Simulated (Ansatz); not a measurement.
# C: the cost of one run

Computed with Ansatz 0.2.0 (DFT PBEsol, scalar-relativistic, unless a step's input says otherwise).

## 1. The system as given

Symmetry: R-3m, No. 166, trigonal system. Conventional cell: a = 2.460 Å, b = 2.460 Å, c = 33.450 Å, α = 90.00°, β = 90.00°, γ = 120.00°. C (site symmetry 3m) is surrounded by 3 C at 1.42 Å.

Coordinates:

```
CELL_PARAMETERS angstrom
1.23000 0.71014 11.15000
-1.23000 0.71014 11.15000
0.00000 -1.42028 11.15000
ATOMIC_POSITIONS crystal
C 0.05000 0.05000 0.05000
C 0.95000 0.95000 0.95000
C 0.28300 0.28300 0.28300
C 0.71700 0.71700 0.71700
```

Atoms are numbered in the order of the input: C1, C2, C3, C4.

## 2. The deformed structure

Space group R-3m before, R-3m after.

## 3. All-electron LAPW

Input file input.yaml:

```yaml
crystal:
  lattice:
    - [1.2299994602, 0.7101405194, 11.373]
    - [-1.2299994602, 0.7101405194, 11.373]
    - [0.0, -1.4202810389, 11.373]
  atoms:
    - { symbol: C, position: [0.05, 0.05, 0.05] }
    - { symbol: C, position: [0.95, 0.95, 0.95] }
    - { symbol: C, position: [0.283, 0.283, 0.283] }
    - { symbol: C, position: [0.717, 0.717, 0.717] }
kpoints:
  mp_grid: { grid: [15, 15, 15] }
  band_path:
    path:
      - [0.0, 0.0, 0.0]
      - [0.5, 0.5, 0.5]
      - [0.8307340881, 0.1692659119, 0.5]
      - [0.5, -0.1692659119, 0.1692659119]
      - [0.5, 0.0, 0.0]
      - [0.0, 0.0, 0.0]
      - [0.3346329559, -0.3346329559, 0.0]
      - [0.6653670441, 0.0, 0.3346329559]
      - [0.5, 0.0, 0.5]
    npoints: 5
scf:
  occupations: { method: fermi_dirac, width: 0.08 }
hamiltonian:
  xc: pbesol
  pseudopotentials: { kind: all_electron, lapw: { basis_error: 0.001 } }
output:
  forces: true
  stress: true
  eigenvalues: true
```

Run with:

```bash
$ ansatz run input.yaml --threads 1 --pin off --max-ram 6144MiB --backend cpu --events-out ev --progress --plain --runs-dir out
```

What time and memory should one allow on 1 thread of Arm Neoverse V1, shared host?

About 4.1 min, with a peak of 1.6 GiB.
